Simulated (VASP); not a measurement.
# BaTiO₃: forms and broadenings of the independent-particle spectrum

BaTiO₃, Amm2 (no. 38), 5 atoms in the cell. PBE, independent-particle dielectric function; PAW potentials Ba_sv, Ti_sv, O (PBE set).

## Input

INCAR.step1:
```
PREC = Accurate ; ENCUT = 460
ISMEAR = 0 ; SIGMA = 0.02
EDIFF = 1E-8 ; LASPH = True
KPAR = 4 ; LWAVE = False
LCHARG = False ; LEPSILON = True
```

INCAR.step2, as INCAR.step1 but for:
```
- LWAVE = False
- LEPSILON = True
+ LWAVE = True
+ NBANDS = 76
```

INCAR.step3:
```
PREC = Accurate ; ENCUT = 460
ISMEAR = 0 ; SIGMA = 0.02
EDIFF = 1E-7 ; LASPH = True
KPAR = 4 ; LWAVE = False
LCHARG = False ; LOPTICS = True
NBANDS = 76 ; NEDOS = 2000
CSHIFT = 0.1 ; ALGO = None
NELM = 1 ; ISTART = 1
```

INCAR.step4, as INCAR.step3 but for:
```
+ LNABLA = True
```

INCAR.step5, as INCAR.step4 but for:
```
- LNABLA = True
+ LPEAD = True
+ IPEAD = 1
```

INCAR.step6, as INCAR.step5 but for:
```
- IPEAD = 1
+ IPEAD = 2
```

INCAR.step7 changes the same tag again: IPEAD = 4.

INCAR.step8, as INCAR.step7 but for:
```
- CSHIFT = 0.1
- LPEAD = True
- IPEAD = 4
+ CSHIFT = 0.03
```

INCAR.step9, as INCAR.step8 but for:
```
- CSHIFT = 0.03
+ CSHIFT = 0.01
```

INCAR.step10 changes the same tag again: CSHIFT = 0.5.

INCAR.step11, as INCAR.step10 but for:
```
- ISMEAR = 0
- CSHIFT = 0.5
+ ISMEAR = -5
+ CSHIFT = 0.1
```

INCAR.step12, as INCAR.step11 but for:
```
- ISMEAR = -5
- SIGMA = 0.02
+ ISMEAR = 0
+ SIGMA = 0.2
```

INCAR.step13, as INCAR.step12 but for:
```
- SIGMA = 0.2
+ SIGMA = 0.02
+ OMEGAMAX = 12
```

INCAR.step14, as INCAR.step13 but for:
```
- OMEGAMAX = 12
+ OMEGAMAX = 60
```

KPOINTS:
```
k-points
0
Gamma
  4 4 4
```

POSCAR:
```
BaTiO3
1.0
    3.9855000000      0.0000000000      0.0000000000
    0.0000000000      2.8369000000      2.8451500000
    0.0000000000     -2.8369000000      2.8451500000
Ba Ti O
1 1 3
Direct
    0.0000000000      0.0000000000      0.0000000000
    0.5000000000      0.5124000000      0.5124000000
    0.5000000000      0.9918400000      0.5052400000
    0.5000000000      0.5052400000      0.9918400000
    0.0000000000      0.4874000000      0.4874000000
```

Commands (each step's output is kept before the next begins):
```
cat potpaw_PBE.64/Ba_sv/POTCAR potpaw_PBE.64/Ti_sv/POTCAR potpaw_PBE.64/O/POTCAR > POTCAR
cp INCAR.step1 INCAR
mpirun -np 4 vasp_std > vasp.out
rm WAVECAR CHG
cp INCAR.step2 INCAR
mpirun -np 4 vasp_std > vasp.out
cp INCAR.step3 INCAR
mpirun -np 4 vasp_std > vasp.out
cp INCAR.step4 INCAR
mpirun -np 4 vasp_std > vasp.out
cp INCAR.step5 INCAR
mpirun -np 4 vasp_std > vasp.out
cp INCAR.step6 INCAR
mpirun -np 4 vasp_std > vasp.out
cp INCAR.step7 INCAR
mpirun -np 4 vasp_std > vasp.out
cp INCAR.step8 INCAR
mpirun -np 4 vasp_std > vasp.out
cp INCAR.step9 INCAR
mpirun -np 4 vasp_std > vasp.out
cp INCAR.step10 INCAR
mpirun -np 4 vasp_std > vasp.out
cp INCAR.step11 INCAR
mpirun -np 4 vasp_std > vasp.out
cp INCAR.step12 INCAR
mpirun -np 4 vasp_std > vasp.out
cp INCAR.step13 INCAR
mpirun -np 4 vasp_std > vasp.out
cp INCAR.step14 INCAR
mpirun -np 4 vasp_std > vasp.out
```

## Result

- Direct gap on the mesh (eV): 2.05
- Gap on the mesh (eV): 1.84
- Bands: 76

One ground state, settings moved in the last step alone:

| Settings | ε at zero frequency | Mean energy of the absorption, weighted by Im ε (eV) | Time (s) |
|---|---|---|---|
| longitudinal form, CSHIFT 0.1 | 6.87 | 9.80 | 3 |
| transversal form (LNABLA) | 6.15 | 10.12 | 3 |
| finite differences (LPEAD), order 1 | 5.78 | 10.53 | 5 |
| finite differences (LPEAD), order 2 | 6.39 | 10.13 | 6 |
| finite differences (LPEAD), order 4 | 6.54 | 10.00 | 10 |
| CSHIFT 0.03 | 6.88 | 9.78 | 3 |
| CSHIFT 0.01 | 6.88 | 9.78 | 3 |
| CSHIFT 0.5 | 6.81 | 9.80 | 3 |
| tetrahedron method | 6.60 | 9.93 | 4 |
| SIGMA 0.2 | 6.88 | 9.80 | 4 |
| OMEGAMAX 12, which cuts the spectrum short | 5.90 | – | 3 |
| OMEGAMAX 60 | 6.87 | 9.80 | 3 |

The mean energy covers the spectrum up to 20 eV.

On the same mesh, density-functional perturbation theory with local fields gives ε = 6.66.

Limits: The 4×4×4 mesh is coarse for a spectrum: peaks stand apart that a denser mesh merges, and ε at zero frequency can be far too high; spin-orbit coupling is left out, which can matter with atoms this heavy.

VASP 6.6.1 took 266 s on 4 cores (Intel Xeon Platinum 8259CL @ 2.50GHz (Skylake/Cascade Lake)), a shared host.
